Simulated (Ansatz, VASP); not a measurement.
## Ga in VASP and in Ansatz

```
CELL_PARAMETERS angstrom
2.27648 -3.85587 0.00000
2.27648 3.85587 0.00000
0.00000 0.00000 4.55396
ATOMIC_POSITIONS crystal
Ga 0.34510 0.65490 0.41900
Ga 0.15490 0.84510 0.91900
Ga 0.65490 0.34510 0.58100
Ga 0.84510 0.15490 0.08100
```

Alike in both runs: task single point; functional PBEsol; k mesh 7 × 7 × 6; occupations fermi-dirac, width 0.05 eV; no spin polarisation.

```csv
,VASP,Ansatz
version,VASP 6.6.1,Ansatz 0.2.0
potentials or method,"VASP PAW PBE potentials, release 64 (Ga_d)",Ansatz PAW
plane-wave cutoff (eV),520,420
valence electrons in the cell,52,52
```

|  | VASP | Ansatz | Ansatz less VASP |
| --- | --- | --- | --- |
| gap on the k mesh at the Fermi level (eV) | none | none | - |
| pressure (GPa) | -2.5 | -2.5 | -0.07 |
| largest component of the traceless stress (GPa) | 0.73 | 0.74 | +0.012 |
| rms of the force components (eV/Å) | 0.068 | 0.071 | +0.0029 |

Atom by atom the forces differ by 0.003 eV/Å (rms over components). A gap of «none» marks a metal or a gap that the smearing closes.

Caveats: the PAW data sets were made with another functional, which shifts forces and pressure a little (VASP); the PAW data sets come from PBE, with cores solved anew for the run's functional, which leaves a small shift of forces and pressure (Ansatz).
